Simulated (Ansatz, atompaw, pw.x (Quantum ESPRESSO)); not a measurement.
**lanthanum (bcc): variants of one PAW (atompaw) potential in the solid**

La, PAW, made with atompaw 4.2.0.5 (PBE, scalar-relativistic). Core [Kr] 4d10, reference 4f0 5s2 5p6 5d1 6s2 6p0. Waves: 5s (bound); 6s (bound); 5p (bound); 6p (bound, empty); 5d (bound); 5d channel at 5.15 Ry; 4f (bound, empty); 4f channel at 0.55 Ry. Local part: bessel scheme, radius 2.55 bohr. Core correction: smooth core density matched at 2.75 bohr. Augmentation charge: sinc compensation charge, radius 2.30 bohr; PAW radius 3.00 bohr; waves and projectors: bloechl.

Crystal test: bcc La in pw.x 7.5, no spin, 11³ k-points, Fermi–Dirac smearing 0.01 Ry, cutoffs set for each file from its atomic test. The reference is all-electron LAPW (Ansatz 0.2.0) with the same functional, mesh and smearing; V0 and B0 come from Birch–Murnaghan fits to the pressures at five volumes. Errors are pseudo minus all-electron; Δ is the rms difference of the E(V) curves that follow from these fits, minima aligned, over ±6 % about the mean V0. Mesh and smearing are coarse, so the numbers serve the comparison and aren't converged zero-temperature values; the lattice is a test structure that the element need not adopt.

All-electron: a0 = 4.241 Å (V0 = 38.13 Å³/atom), B0 = 25.4 GPa.

| change | cutoffs (Ry) | pw.x | a0 (Å) | a0 error (%) | B0 error (%) | Δ (meV/atom) | mean pressure error (GPa) |
| --- | --- | --- | --- | --- | --- | --- | --- |
| base | 40/400 | converged | 4.242 | +0.04 | +0.8 | 0.3 | +0.04 |
| all radii scaled by about 1.14 (s 3.18, p 2.84, d 3.42, f 2.28 bohr); local potential bessel scheme, radius 2.90 bohr; augmentation sinc compensation charge, radius 2.62 bohr; PAW radius 3.42 bohr; waves and projectors: bloechl; core correction smooth core density matched at 3.14 bohr | 40/400 | converged | 4.225 | -0.37 | +1.3 | 2.3 | -0.28 |
| wave 4f channel at 0.55 Ry becomes 4f channel at 11.09 Ry | 40/400 | converged | 4.297 | +1.33 | +8.3 | 9.1 | +1.25 |
| waves 5s (bound): rc 2.80 bohr; 6s (bound): rc 3.00 bohr; 5p (bound): rc 2.50 bohr; 6p (bound): rc 3.00 bohr; 5d (bound): rc 3.00 bohr; 5d channel at 5.15 Ry: rc 3.00 bohr; 4f (bound): rc 2.00 bohr; 4f channel at 0.55 Ry: rc 2.00 bohr; augmentation sinc compensation charge, radius 2.30 bohr; PAW radius 3.00 bohr; waves and projectors: custom rrkj gramschmidtortho | 40/400 | converged | 4.273 | +0.77 | +2.5 | 5.0 | +0.65 |
| core correction smooth core density matched at 2.68 bohr | 40/400 | converged | 4.242 | +0.05 | +0.8 | 0.3 | +0.04 |

(1) Give the row for: local potential bessel scheme, radius 1.48 bohr.

Results:

(1) pw.x: converged; mean pressure error (GPa): -0.10; a0 (Å): 4.235; a0 error (%): -0.13; B0 error (%): +0.7; Δ (meV/atom): 0.8.
